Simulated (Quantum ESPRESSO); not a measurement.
Crystal: TiB2.

```
Ti B
1.0
     3.02920    0.00000    0.00000
    -1.51460    2.62336    0.00000
     0.00000    0.00000    3.22840
Ti B
1 2
Direct
  0.00000 0.00000 0.00000
  0.66667 0.33333 0.50000
  0.33333 0.66667 0.50000
```

- Program: Quantum ESPRESSO 7.5
- Task: phonons and electron-phonon coupling
- Functional: PBEsol
- Potentials or basis: GBRV 1.5 PBEsol
- Cutoff: 612 eV
- Density cutoff: 4898 eV
- k mesh: 6 × 6 × 6
- Occupations: methfessel-paxton, width 0.272 eV
- Spin: no spin polarisation
- Mixing beta: 0.5
- Most SCF iterations: 120
- SCF threshold: 6e-10 Ry
- q mesh: 3 × 3 × 3

The cell and the atoms were relaxed first, to 8.38 Å³/atom (a = 3.024 Å, b = 3.024 Å, c = 3.173 Å, α = 90.00°, β = 90.00°, γ = 120.00°), and the response was taken there.

Levels for the coupling come from a 24 × 24 × 24 mesh; ten broadenings of the double delta from 0.07 to 0.68 eV; Tc from the McMillan formula in the Allen-Dynes form.

Question: How strong is the electron-phonon coupling, and what superconducting temperature follows?

Answer: Over broadenings from 0.27 to 0.54 eV, λ lies between 0.12 and 0.13 and ω_log near 641 K, which gives Tc from 0.0 to 0.0 K at μ* = 0.10 and from 0.0 to 0.0 K at μ* = 0.13.

Electron-phonon coupling by broadening of the double delta (levels on a 24 × 24 × 24 mesh):
```csv
broadening (eV),λ,N(E_F) (states/eV a spin and cell),ω_log (K),"Tc, μ* 0.10 (K)","Tc, μ* 0.13 (K)"
0.07,0.26,0.210,717,0.1,0.0
0.14,0.17,0.189,687,0.0,0.0
0.20,0.13,0.183,673,0.0,0.0
0.27,0.12,0.184,660,0.0,0.0
0.34,0.12,0.188,648,0.0,0.0
0.41,0.12,0.195,639,0.0,0.0
0.48,0.13,0.204,633,0.0,0.0
0.54,0.13,0.213,627,0.0,0.0
0.61,0.14,0.223,623,0.0,0.0
0.68,0.14,0.233,620,0.0,0.0
```

Phonon frequencies at the corners of the path (cm⁻¹, interpolated; i marks imaginary ones):
```csv
point,frequencies
Γ,0 0 0 502 513 518 518 872 872
M,308 318 355 505 525 554 807 834 871
K,328 328 355 528 528 648 740 740 906
A,305 305 335 432 432 525 656 919 919
L,286 329 330 535 575 588 780 807 873
H,288 288 306 576 576 628 759 759 893
```

Eliashberg function at a broadening of 0.27 eV:
```csv
cm⁻¹,α²F
23,0.000
70,0.000
117,0.001
164,0.002
210,0.004
257,0.009
304,0.097
351,0.007
397,0.000
444,0.000
491,0.002
538,0.106
584,0.045
631,0.002
678,0.008
725,0.009
771,0.001
818,0.008
865,0.002
912,-0.006
```

The smallest broadenings aren't converged on these meshes, and μ* is assumed, not computed; spin fluctuations are left out.

Caveat: the k mesh is coarse (spacing up to 0.40 Å⁻¹), so the values aren't converged; the mesh is thin for the phonons of a metal; λ from interpolated matrix elements is rough: modes that symmetry makes equal can differ by tens of percent.
